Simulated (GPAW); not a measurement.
# BaTiO3 (Barioperovskite) (Amm2) in GPAW: further runs, part 2 of 2

GPAW 26.7.0. Earlier steps stand in the parts before.

## (3) Dielectric tensor, PBE

This run uses another cell than the first one, of 12.35 Å³/atom, 1.021 times its volume.

Contents of run.py:

```python
import numpy as np
from ase.dft.bandgap import bandgap
from ase.io import read, write
from gpaw import GPAW, PW
from gpaw.response.df import DielectricFunction

atoms = read('POSCAR')

calc = GPAW(mode=PW(600),
            xc='PBE',
            kpts={'size': (6, 6, 6), 'gamma': True},
            occupations={'name': 'fermi-dirac', 'width': 0.001},
            nbands=36,
            convergence={'density': 1e-06},
            maxiter=150,
            txt='gpaw.txt')
atoms.calc = calc
energy = atoms.get_potential_energy()
calc.write('gs.gpw')
write('result.traj', atoms)
print(f'Energy: {energy:.6f} eV')
print('Fermi level:', round(calc.get_fermi_level(), 4), 'eV')
print(f'Gap: {bandgap(calc)[0]:.4f} eV, direct: {bandgap(calc, direct=True)[0]:.4f} eV')

for size in [(7, 7, 7)]:
    name = 'x'.join(str(n) for n in size)
    dense = calc.fixed_density(kpts={'size': size, 'gamma': True},
                               nbands=66, convergence={'bands': 60, 'eigenstates': 1e-7},
                               update_fermi_level=True, txt=f'dense-{name}.txt')
    dense.write(f'{name}.gpw', mode='all')
    df = DielectricFunction(f'{name}.gpw', frequencies=np.array([0.0]), hilbert=False, eta=0.001,
                            ecut=80, nbands=60, intraband=False, txt=f'df-{name}.txt')
    for xc in ['RPA']:
        for direction in ['x', 'y', 'z', [0, 1, 1], [1, 0, 1], [1, 1, 0]]:
            e0, e = df.get_macroscopic_dielectric_constant(xc=xc, direction=direction)
            print(f'{name} {xc} {direction}: {e0:.4f} without, {e:.4f} with local fields')
```

Contents of POSCAR:

```
BaTiO3
1.0
    3.9316352889      0.0000000000      0.0000000000
    0.0000000000      2.7985588135      2.8066973133
    0.0000000000     -2.7985588135      2.8066973133
Ba Ti O
1 1 3
Direct
    0.0000000000      0.0000000000      0.0000000000
    0.5000000000      0.5124000000      0.5124000000
    0.5000000000      0.9918400000      0.5052400000
    0.5000000000      0.5052400000      0.9918400000
    0.0000000000      0.4874000000      0.4874000000
```

Potentials or basis: GPAW PAW data sets (gpaw-data 1.2.1), pw.

Command:

```sh
$ OMP_NUM_THREADS=1 python run.py
```

gpaw.txt:

```text
__  _  _
 | _ |_)|_||  |
 |__||  | ||/\| - 26.7.0

Input parameters:
  mode=PW(ecut=600.0),
  convergence={'density': 1e-06},
  kpts=MonkhorstPack(size=(6, 6, 6), gamma=True),
  maxiter=150,
  nbands=36,
  occupations=Occupations(name='fermi-dirac', width=0.001),
  xc=XC(name='PBE')

Diagonalizing LCAO Hamiltonian
Converting LCAO to pw mode

              O
            O
        O    Ti

        Ba

Atoms  # Å, Bohr magnetons
|   | symbol |        x |         y |        z |    initial magnetic moments |
|---|--------|----------|-----------|----------|-----------------------------|
| 0 |     Ba | 0.000000 |  0.000000 | 0.000000 | ( 0.0000,  0.0000,  0.0000) |
| 1 |     Ti | 1.965818 | -0.000000 | 2.876303 | ( 0.0000,  0.0000,  0.0000) |
| 2 |      O | 1.965818 |  1.361779 | 4.201850 | ( 0.0000,  0.0000,  0.0000) |
| 3 |      O | 1.965818 | -1.361779 | 4.201850 | ( 0.0000,  0.0000,  0.0000) |
| 4 |      O | 0.000000 |  0.000000 | 2.735969 | ( 0.0000,  0.0000,  0.0000) |

Unit cell  # Å
| periodic |        x |         y |        z |  lengths |    angles |
|----------|----------|-----------|----------|----------|-----------|
|      yes | 3.931635 |  0.000000 | 0.000000 | 3.931635 | 89.833620 |
|      yes | 0.000000 |  2.798559 | 2.806697 | 3.963519 | 90.000000 |
|      yes | 0.000000 | -2.798559 | 2.806697 | 3.963519 | 90.000000 |

Number of symmetries: 4
Symmetry operations  # r_c * U_cc + t_c -> r_c
|   | kind |            matrix            |
|---|------|------------------------------|
| 0 |  E   |  1, 0, 0,  0, 1, 0,  0, 0, 1 |
| 1 |  σ   |  1, 0, 0,  0, 0, 1,  0, 1, 0 |
| 2 |  σ   | -1, 0, 0,  0, 1, 0,  0, 0, 1 |
| 3 |  C2  | -1, 0, 0,  0, 0, 1,  0, 1, 0 |

BZ-sampling:
  Number of BZ points: 216
  Number of IBZ points: 52

  Monkhorst-Pack size: [6, 6, 6]
  Monkhorst-Pack shift: [0.08333333333333333, 0.08333333333333333, 0.08333333333333333]

K-points  # in reciprocal-cell coordinates
|     |                                coordinates |     weight |
|-----|--------------------------------------------|------------|
|   0 | (  0.00000000,   0.00000000,   0.00000000) | 0.00462963 |
|   1 | (  0.00000000,   0.16666667,  -0.16666667) | 0.00925926 |
|   2 | (  0.00000000,   0.16666667,   0.00000000) | 0.01851852 |
|   3 | (  0.00000000,   0.16666667,   0.16666667) | 0.00925926 |
|   4 | (  0.00000000,   0.33333333,  -0.33333333) | 0.00925926 |
|   5 | (  0.00000000,   0.33333333,  -0.16666667) | 0.01851852 |
|   6 | (  0.00000000,   0.33333333,   0.00000000) | 0.01851852 |
|   7 | (  0.00000000,   0.33333333,   0.16666667) | 0.01851852 |
|   8 | (  0.00000000,   0.33333333,   0.33333333) | 0.00925926 |
|   9 | (  0.00000000,   0.50000000,   0.00000000) | 0.00925926 |
| ... |                                            |            |
|  51 | (  0.50000000,   0.50000000,   0.50000000) | 0.00462963 |

Plane wave coefficients: 2087
Cutoff: 600.0 eV

Spin-components: 1 (collinear spins)
Bands:           36
Projectors:      27
Spin-degeneracy: 2
Datatype:        complex128

Parallelization:
  kpt:    1
  domain: 1
  band:   1

Density:
  Valence electrons: 40.0
  Components: 1
  Grid points: [24 24 24]
  Charge: 0.0  # |e|

Potential:
  Grid points: [24 24 24]

species:
  Ba:
    name:    Barium
    Z:       56.0
    valence: 10
    core:    46
    charge:  0.0  # [|e|]
    compensation charges:
      type: gauss
      rc: 0.37  # [Å]
      lmax: 2
    cutoffs:
      filter: 2.06  # [Å]
      core: 2.33  # [Å]
    projectors
    | kind |    occ | energy [eV] | rcut [Å] |
    |------|--------|-------------|----------|
    |   5s |  2.000 |     -33.644 |    1.164 |
    |   6s |  2.000 |      -3.229 |    1.164 |
    |   5p |  6.000 |     -18.744 |    1.164 |
    |    p |        |       0.000 |    1.164 |
    |    d |        |       0.000 |    1.164 |
    |    d |        |      27.211 |    1.164 |

    Using partial waves for Ba as LCAO basis

  Ti:
    name:    Titanium
    Z:       22.0
    valence: 12
    core:    10
    charge:  0.0  # [|e|]
    compensation charges:
      type: gauss
      rc: 0.38  # [Å]
      lmax: 2
    cutoffs:
      filter: 2.23  # [Å]
      core: 1.02  # [Å]
    projectors
    | kind |    occ | energy [eV] | rcut [Å] |
    |------|--------|-------------|----------|
    |   3s |  2.000 |     -62.623 |    1.270 |
    |   4s |  2.000 |      -4.466 |    1.270 |
    |   3p |  6.000 |     -38.862 |    1.058 |
    |   4p |  0.000 |      -1.466 |    1.058 |
    |   3d |  2.000 |      -4.258 |    1.058 |
    |    d |        |      22.953 |    1.058 |

    Using partial waves for Ti as LCAO basis

  O:
    name:    Oxygen
    Z:       8.0
    valence: 6
    core:    2
    charge:  0.0  # [|e|]
    compensation charges:
      type: gauss
      rc: 0.21  # [Å]
      lmax: 2
    cutoffs:
      filter: 1.17  # [Å]
      core: 0.83  # [Å]
    projectors
    | kind |    occ | energy [eV] | rcut [Å] |
    |------|--------|-------------|----------|
    |   2s |  2.000 |     -23.961 |    0.688 |
    |   2p |  4.000 |      -9.029 |    0.598 |
    |    s |        |       3.251 |    0.688 |
    |    p |        |      18.182 |    0.598 |
    |    d |        |       0.000 |    0.619 |

    Using partial waves for O as LCAO basis

Reference energy: -250624.413696  # eV

eigensolver:
  PPCG
  Converge bands: occupied
  niter=2

density mixing:
  MSR1-Mixer
  Pratt-step length: 0.05
  Maximum mixing coefficient: 0.75
  Old densities: 10
  SVD Regularization: 0.005
  Good broyden scale: 1.0
  Trust region scale: 1.0
  Backstep threshold: 4.0
  History deletion threshold: 6.0
  Fourier metric: weight=20.0, sigma=0.015

occupation numbers:
  Fermi-Dirac:
    width: 0.0010  # eV

poisson solver:
  ecut: 4800.0  # eV

xc functional:
  name: PBE with 2 nearest neighbor stencil

convergence criteria:
- Maximum integral of absolute [dens]ity change: 1e-06 electrons / valence electron
- Maximum [total energy] change in last 3 cyles: 0.0005 eV / valence electron
- Maximum integral of absolute [eigenst]ate change: 4e-08 eV^2 / valence electron
maximum number of iterations: 150

SCF iterations
|iter     | |      energy | eigst |  dens |
|---------|-|-------------|-------|-------|
|iter:   1| |  -44.352578 | +0.11 |       |
|iter:   2| |  -42.686871 | -1.59 | -0.87 |
|iter:   3| |  -39.306788 | -0.97 | -0.94 |
|iter:   4| |  -39.128130 | -2.21 | -1.47 |
|iter:   5| |  -39.102013 | -2.91 | -1.65 |
|iter:   6| |  -39.107498 | -3.57 | -1.98 |
|iter:   7| |  -39.107790c| -4.87 | -2.82 |
|iter:   8| |  -39.107768c| -5.42 | -3.22 |
|iter:   9| |  -39.107764c| -6.26 | -3.53 |
|iter:  10| |  -39.107765c| -7.52c| -4.03 |
|iter:  11| |  -39.107765c| -8.11c| -5.06 |
|iter:  12| |  -39.107765c| -8.63c| -5.47 |
|iter:  13| |  -39.107765c| -9.63c| -6.14c|

Converged in 13 steps
Energy contributions relative to reference atoms: (reference = -250624.413696)

Energy contributions:
  Kinetic:          53.394086
  Coulomb:         -53.353685
  Zero:              0.561345
  External:          0.000000
  Xc:              -39.709512
  Entropy:          -0.000000
  Spinorbit:         0.000000
  ----------------------------
  Free energy:     -39.107765
  Extrapolated:    -39.107765

dipole moment: (-34.824751, -0.000000, -19.200074)  # |e|*Ang

Fermi level: 9.058
Eigenvalues  # (at kpt = [0.000, 0.000, 0.000])
| band index |      eig [eV] | occ [0-2] |
|------------|---------------|-----------|
|          0 |       -48.212 |     2.000 |
|        ... |               |           |
|         12 |         5.854 |     2.000 |
|         13 |         5.856 |     2.000 |
|         14 |         6.834 |     2.000 |
|         15 |         6.895 |     2.000 |
|         16 |         6.948 |     2.000 |
|         17 |         7.795 |     2.000 |
[... 8 lines left out ...]
|         26 |        13.293 |     0.000 |
|         27 |        15.934 |     0.000 |
|        ... |               |           |
|         35 |        28.911 |     0.000 |

Gap: 1.972 eV
Transition (v -> c):
  (s=0, k=51, n=19, [0.50, 0.50, 0.50]) -> (s=0, k=0, n=20, [0.00, 0.00, 0.00])
Direct/indirect transitions are different
Direct gap: 2.135 eV
Transition at: (s=0, k=0, n=19, [0.00, 0.00, 0.00])
# Writing to gs.gpw (mode='')
```

It took 5.4 min on 1 thread of Arm Neoverse V1, shared host; peak memory 0.66 GiB.

Results:

| Quantity | Value |
| --- | --- |
| Free energy | -39.1078 eV |
| Band gap on the k mesh | 1.97 eV, indirect (least direct gap 2.14 eV) |
| Electronic dielectric tensor (diagonal) | 5.86, 5.74, 5.65 |

Electronic dielectric tensor:
```
5.86 0.00 0.00
0.00 5.74 0.00
0.00 0.00 5.65
```

Caveat: the long-wavelength limit can be off by several per cent where d states take part; spin-orbit coupling is left out, which moves the levels of the heavy elements; an odd mesh through Γ misses points on the zone boundary, where band edges often lie. Expect the measured gap to be larger: semilocal functionals such as PBE lack the derivative discontinuity.
